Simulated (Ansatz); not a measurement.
Level of theory: DFT PBE, scalar-relativistic, plane waves, PAW (Ansatz). Settings: cutoff 420 eV, Γ-centred meshes spaced at most about 0.3 Å⁻¹, and about 0.25 Å⁻¹ or finer for metals (2π included), Gaussian smearing. No spin polarisation in the final relaxations.

These are static total energies at zero pressure.

Compare these two cells of SiC₂, each relaxed at this level.

1.

Space group Fmmm (No. 69). a = 4.985 Å, b = 6.645 Å, c = 8.872 Å, α = 90.00°, β = 90.00°, γ = 90.00°
```
atom  site  symmetry       x       y       z
  Si    8g       2mm  0.7159  0.0000  0.0000
   C   16n       .m.  0.6468  0.0000  0.3077
```

2.

Space group Pm (No. 6). a = 2.456 Å, b = 4.242 Å, c = 9.803 Å, α = 90.00°, β = 94.60°, γ = 90.00°
```
atom  site  symmetry       x       y       z
  Si    1a         m  0.7382  0.0000  0.9377
  Si    1b         m  0.7790  0.5000  0.0629
   C    2c         1  0.4957  0.1667  0.4999
   C    2c         1  0.9957  0.6667  0.4998
```

Problem. Which is lower in energy, and by how much?

Solution. Cell 2 is lower, by 0.39 eV/atom. Cell 1 has space group Fmmm (No. 69), 12.2 Å³/atom and no gap on its mesh; cell 2 has space group Pm (No. 6), 17.0 Å³/atom and no gap. Counting C atoms around Si (those within 1.25 times the shortest such distance or 1.15 times the sum of covalent radii; the shortest distance is added where it is long for a bond), cell 1 has Si 2 and cell 2 has Si 14 from 4.3 Å. Cell 1 holds Si–Si pairs (shortest 2.15 Å) and C–C chains (shortest 1.45 Å); cell 2 holds Si–Si nets (shortest 2.45 Å) and C–C nets (shortest 1.41 Å). Even the lower one lies +0.26 eV/atom against the reference forms of the elements (uncorrected), so neither is stable at this level. In cell 1, around Si lie 2 C at 1.84 Å and 1 Si at 2.15 Å; C has 2 C at 1.45–1.46 Å and 1 Si at 1.84 Å. In cell 2, around Si on its first site lie 4 Si at 2.45–2.46 Å; Si on its second site has 4 Si at 2.45–2.46 Å; C on its first site is surrounded by 3 C at 1.41–1.42 Å; 1 more site not described. Both come from invented guesses.

No dispersion correction is applied, so the spacing and binding between layers, chains or molecules are poorly described (Fmmm, Pm), and this can change margins and order among such cells. The zero gap of Fmmm may come from the functional, which often closes small gaps, or the cell may be a true semimetal. Cells relaxed within their symmetry can be saddle points.
